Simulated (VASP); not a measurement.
# CdTe (F-43m) under biaxial strain in the (001) plane, part 2 of 2

Wanted: the response of CdTe to biaxial strain in the (001) plane, as a table, with a fit that predicts a row left out.

VASP 6.6.1, plane waves and PAW; the level of theory is named at each step.

So far: Starting point; Relax the crystal, LDA; Strain along the normal, LDA; Band edges, TB-mBJ with spin-orbit coupling; Band edges, r2SCAN with spin-orbit coupling.

**5. Band edges, r2SCAN with spin-orbit coupling (continued)**

Level of this step: r2SCAN, spin-orbit coupling; plane waves and PAW (Cd, Te); cell typed or built by script (VASP).

OUTCAR, selected parts (step 5):

```text
  Total        1.5045907      1.5045907      1.2820172      0.0000000      0.0000000      0.0000000
  in kB       36.8730791     36.8730791     31.4184599      0.0000000      0.0000000      0.0000000
  external PRESSURE =      35.0548727 kB  Pullay stress =       0.0000000 kB

  FREE ENERGIE OF THE ION-ELECTRON SYSTEM (eV)
  ---------------------------------------------------
  free  energy   TOTEN  =      -790.7976947702 eV

  energy  without entropy=     -790.7976947702  energy(sigma->0) =     -790.79769477

[... 3 parts as in an earlier step ...]

[... 1 further part left out ...]
[key lines of the parts left out:]
E-fermi :   3.0518
```

Read from the output:

| Item | Value |
| --- | --- |
| energy(sigma→0) of the program | -790.7977 eV |
| stress, compression positive | xx, yy, zz 3.69, 3.69, 3.14 GPa |

The run ends at a pressure of 3.51 GPa.

**6. The table**

Runs beyond LDA use the data sets made with LDA; this shifts their levels slightly, and their total energies have another zero (at TB-mBJ, which has no energy functional, they mean nothing).

The other members went through these steps as far as the tables show, with the same cutoff and, step by step, the same mesh; 39 runs are not shown. The session took 7.6 core hours (wall time by ranks) on a shared machine.

| in-plane strain (%) | strain along the normal (%) | in-plane stress, tension positive (GPa) | energy above the unstrained row (meV/atom) | gap on the mesh, LDA (eV) |
| --- | --- | --- | --- | --- |
| -2.000 | 2.718 | -0.922 | 4.072 | 0.620 |
| -1.500 | 2.045 | -0.683 | 2.321 | 0.628 |
| -1.000 | 1.369 | -0.450 | 1.086 | 0.634 |
| -0.500 | 0.690 | -0.223 | 0.299 | 0.640 |
| 0 | 0.000 | -0.003 | 0.000 | 0.644 |
| 0.500 | -0.695 | 0.210 | 0.155 | 0.608 |
| 1.000 | -1.384 | 0.422 | 0.724 | 0.573 |
| 1.500 | -2.088 | 0.625 | 1.749 | 0.538 |
| 2.000 | -2.798 | 0.821 | 3.172 | 0.505 |

Slopes at zero strain, from cubics through all rows: strain ratio -1.378, stress over strain 44 GPa. For a cubic crystal strained in (001) the ratio is −2C₁₂/C₁₁.

Band edges at TB-mBJ with spin-orbit coupling, counted from the valence-band top at Γ, spin-orbit pairs averaged, with one row partly withheld:

| in-plane strain (%) | gap (eV) | conduction band at Γ (eV) | Δ or X valley along z (eV) | Δ or X valley along x (eV) | lowest conduction level at L, [111] (eV) | lowest conduction level at L, [-111] (eV) | second valence level below the top (eV) | third valence level below the top (eV) |
| --- | --- | --- | --- | --- | --- | --- | --- | --- |
| -2.000 | 1.613 | 1.613 | 3.034 | 2.771 | 2.326 | 2.326 | 0.105 | 0.890 |
| -1.500 | 1.621 | 1.621 | 3.019 | 2.815 | 2.349 | 2.349 | 0.079 | 0.870 |
| -1.000 | 1.629 | 1.629 | 3.000 | 2.859 | 2.368 | 2.368 | 0.052 | 0.853 |
| -0.500 | 1.635 | 1.635 | 2.973 | 2.902 | 2.383 | 2.383 | 0.026 | 0.837 |
| 0 | 1.640 | 1.640 | 2.945 | 2.945 | 2.396 | 2.396 | 0.000 | 0.823 |
| 0.500 | 1.618 | 1.618 | 2.888 | 2.962 | 2.380 | 2.380 | 0.025 | 0.835 |
| 1.000 | 1.595 | 1.595 | 2.831 | 2.980 | 2.362 | 2.362 | 0.050 | 0.848 |
| 1.500 | ? | ? | 2.771 | 2.997 | 2.342 | 2.342 | 0.074 | 0.862 |
| 2.000 | 1.550 | 1.550 | 2.709 | 3.016 | 2.320 | 2.320 | 0.097 | 0.876 |

Conduction masses, in electron masses:

| in-plane strain (%) | conduction mass at Γ, along the strain axis or the normal of the plane | conduction mass at Γ, across the strain axis or in the plane |
| --- | --- | --- |
| -2.000 | 0.137 | 0.140 |
| -1.500 | 0.137 | 0.139 |
| -1.000 | 0.138 | 0.140 |
| -0.500 | 0.138 | 0.139 |
| 0 | 0.139 | 0.139 |
| 0.500 | 0.138 | 0.138 |
| 1.000 | 0.139 | 0.137 |
| 1.500 | 0.139 | 0.136 |
| 2.000 | 0.139 | 0.136 |

Band edges at r2SCAN with spin-orbit coupling, counted from the valence-band top at Γ, spin-orbit pairs averaged:

| in-plane strain (%) | gap (eV) | conduction band at Γ (eV) | Δ or X valley along z (eV) | Δ or X valley along x (eV) | lowest conduction level at L, [111] (eV) | lowest conduction level at L, [-111] (eV) | second valence level below the top (eV) | third valence level below the top (eV) |
| --- | --- | --- | --- | --- | --- | --- | --- | --- |
| -2.000 | 1.071 | 1.071 | 2.603 | 2.373 | 1.924 | 1.924 | 0.113 | 0.911 |
| -1.500 | 1.079 | 1.079 | 2.587 | 2.416 | 1.947 | 1.947 | 0.084 | 0.889 |
| -1.000 | 1.085 | 1.085 | 2.571 | 2.458 | 1.966 | 1.966 | 0.056 | 0.871 |
| -0.500 | 1.090 | 1.090 | 2.557 | 2.499 | 1.981 | 1.981 | 0.028 | 0.854 |
| 0 | 1.094 | 1.094 | 2.539 | 2.539 | 1.994 | 1.994 | 0.000 | 0.839 |
| 0.500 | 1.070 | 1.070 | 2.492 | 2.554 | 1.975 | 1.975 | 0.027 | 0.852 |
| 1.000 | 1.046 | 1.046 | 2.437 | 2.565 | 1.955 | 1.955 | 0.054 | 0.867 |
| 1.500 | 1.021 | 1.021 | 2.379 | 2.577 | 1.932 | 1.932 | 0.080 | 0.882 |
| 2.000 | 0.996 | 0.997 | 2.318 | 2.589 | 1.907 | 1.907 | 0.105 | 0.897 |

Conduction masses, in electron masses:

| in-plane strain (%) | conduction mass at Γ, along the strain axis or the normal of the plane | conduction mass at Γ, across the strain axis or in the plane |
| --- | --- | --- |
| -2.000 | 0.093 | 0.091 |
| -1.500 | 0.093 | 0.091 |
| -1.000 | 0.092 | 0.091 |
| -0.500 | 0.092 | 0.091 |
| 0 | 0.091 | 0.091 |
| 0.500 | 0.090 | 0.090 |
| 1.000 | 0.089 | 0.090 |
| 1.500 | 0.088 | 0.089 |
| 2.000 | 0.087 | 0.089 |

**7. Fit and prediction**

The quantity to fit is the conduction level at Γ above the mean of the three top valence levels at TB-mBJ with spin-orbit coupling: 1.944, 1.938, 1.930, 1.922, 1.914, 1.905, 1.895, 1.875 eV in the rows shown.

A least-squares parabola through the 8 rows shown, with e the strain in %: E = − 0.001008 e² − 0.01738 e + 1.914 (eV), r.m.s. residual 2.5e-4 eV.

At e = 1.5 this predicts 1.8853 eV.

**8. Prediction against calculation**

The calculation gives 1.8849 eV, so the prediction is 0.0004 eV too high.

**9. What came out**

| Quantity | Value |
| --- | --- |
| ratio of normal to in-plane strain | -1.378 |
| biaxial modulus | 44 GPa |
| gap of the unstrained cell, TB-mBJ with spin-orbit coupling | 1.64 eV |
| gap of the unstrained cell, r2SCAN with spin-orbit coupling | 1.09 eV |
| slope at zero strain of the conduction level at Γ above the mean of the three top valence levels, TB-mBJ with spin-orbit coupling | -17 meV per % |
| error of the predicted row | 0.4 meV |

What this shows: As a check, the curvature of the energy gives 44 GPa for the same modulus (energy per volume = M × strain²), 1 % from the slope of the stress. At TB-mBJ with spin-orbit coupling the lowest conduction valley is Γ throughout, and the gap runs between 1.55 and 1.64 eV. At r2SCAN with spin-orbit coupling the lowest conduction valley is Γ throughout, and the gap runs between 1.00 and 1.09 eV. Hole masses are left out throughout, since the top bands are degenerate or cross in many series; of conduction masses, those of the Γ, L and (for Si and Ge under (001) strain) Δ valleys are kept where they change by under an eighth between rows. TB-mBJ is a potential fitted for gaps; it has no energy functional, so its total energies and forces mean nothing, and its bands tend to come out too narrow. r2SCAN opens gaps somewhat over GGA but leaves them below measured values as a rule. Δ or X levels are the lowest on their line, refined by a parabola unless they lie at X; the gap is read from all points sampled and can differ from the lowest valley by some meV, or by tens of meV where strain moves the valence top off Γ. Temperature, zero-point motion and excitons are left out.

[Lines on the potential files, build, host, timing and source positions are cut from VASP's logs without a mark.]

[Logs are printed without paths, hosts, clocks, repeated set-up lines and the standing remarks that a program may print on its own settings, such as how far it seeks lower states.]

[Hosts, paths, dates, database ids (printed as entryN), source tags and the programs' standing remarks are cut or masked in the printed files.]

[In band tables of VASP the shares of atoms and orbitals are scaled to a sum of 1 inside the atoms' spheres.]
